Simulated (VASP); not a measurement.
A run of VASP 6.6.1:

File INCAR:

```
SYSTEM = WSe2
PREC = Accurate ; ENCUT = 600
EDIFF = 1E-6 ; ISMEAR = 0
SIGMA = 0.03 ; LREAL = .FALSE.
LASPH = .TRUE. ; NELM = 80
ALGO = Normal ; ISIF = 3
LWAVE = .FALSE. ; LCHARG = .FALSE.
GGA = PE ; IBRION = 2
NSW = 90 ; EDIFFG = -0.01
LATTICE_CONSTRAINTS = .TRUE. .TRUE. .FALSE.
```

Contents of KPOINTS:

```
Automatic mesh
0
G
  12 12 1
  0 0 0
```

POSCAR

```
WSe2
1.0
    3.2900000000      0.0000000000      0.0000000000
   -1.6450000000      2.8492235800      0.0000000000
    0.0000000000      0.0000000000     21.3462600000
Se W
2 1
Direct
    0.3333333300      0.6666666700      0.4216195200
    0.3333333300      0.6666666700      0.5783804800
    0.6666666700      0.3333333300      0.5000000000
```

Potentials or basis: VASP PAW PBE potentials, release 64 (Se, W_sv).

Run with:

```sh
$ cat potpaw_PBE.64/Se/POTCAR potpaw_PBE.64/W_sv/POTCAR > POTCAR
$ mpirun -np 1 vasp_std > vasp.out
```

Hardware: 1 thread of AMD EPYC 9R45 96-Core Processor (Zen 5), on a shared host.

Question: Estimate the wall time of this run.

Answer: Wall time 2.4 min on 1 thread of AMD EPYC 9R45 96-Core Processor (Zen 5), with other jobs on the host, peak memory 0.42 GiB. Counts: scf iterations 42, k points 19, ion steps 3.
